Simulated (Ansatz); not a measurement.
Crystal: Be.

```xyz
1
Lattice="2.2327 0.0000 0.0000 0.0000 2.2327 0.0000 0.0000 0.0000 2.0657" Properties=species:S:1:pos:R:3 pbc="T T T"
Be    1.1164    1.1164    0.0000
```

The cell was built by a generator and needn't be a form met in nature.

Base run:

- Program: Ansatz 0.2.0
- Functional: PBE
- Potentials or basis: Ansatz PAW
- Cutoff: 420 eV (not typed: the program's choice for these potentials)
- k mesh: 12 × 12 × 13
- Occupations: fermi-dirac, width 0.05 eV
- Spin: no spin polarisation

Its results: band gap on the k mesh none (metal or under the smearing width); pressure 0.1 GPa.

Q: After a change of settings the same cell gave: band gap on the k mesh none (metal or under the smearing width); pressure 1.9 GPa. Which change was it?
A. functional from PBE to r2SCAN; cutoff from 420 eV (not typed: the program's choice for these potentials) to 500 eV (not typed: the program's choice for these potentials)
B. functional from PBE to PBEsol
C. functional from PBE to BLYP
D. functional from PBE to LDA

A: C.

BLYP binds less tightly than PBE, so the same cell stands under more pressure.

Caveats: the PAW data sets come from PBE, with cores solved anew for the run's functional, which leaves a small shift of forces and pressure (some runs).
